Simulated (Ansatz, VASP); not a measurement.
## Ga3Se: VASP beside Ansatz

```
Se Ga
1.0
     4.34198    0.00000    0.00000
     0.00000    4.34198    0.00000
     0.00000    0.00000    4.34198
Se Ga
1 3
Direct
  0.00000 0.00000 0.00000
  0.50000 0.50000 0.00000
  0.50000 0.00000 0.50000
  0.00000 0.50000 0.50000
```

The cell comes from a database or a generator and needn't be the stable form of this composition.

Alike in both runs: task single point; functional PBE; k mesh 6 × 6 × 6; occupations fermi-dirac, width 0.05 eV; no spin polarisation.

|  | VASP | Ansatz |
| --- | --- | --- |
| version | VASP 6.6.1 | Ansatz 0.2.0 |
| potentials or method | VASP PAW PBE potentials, release 64 (Se, Ga_d) | Ansatz PAW |
| plane-wave cutoff (eV) | 520 | 420 |
| valence electrons in the cell | 45 | 55 |

```csv
,VASP,Ansatz,Ansatz less VASP
gap on the k mesh at the Fermi level (eV),none,none,-
pressure (GPa),2.2,2.1,-0.06
```

A gap of «none» marks a metal or a gap that the smearing closes. The two sets of potentials don't hold the same shells in valence.
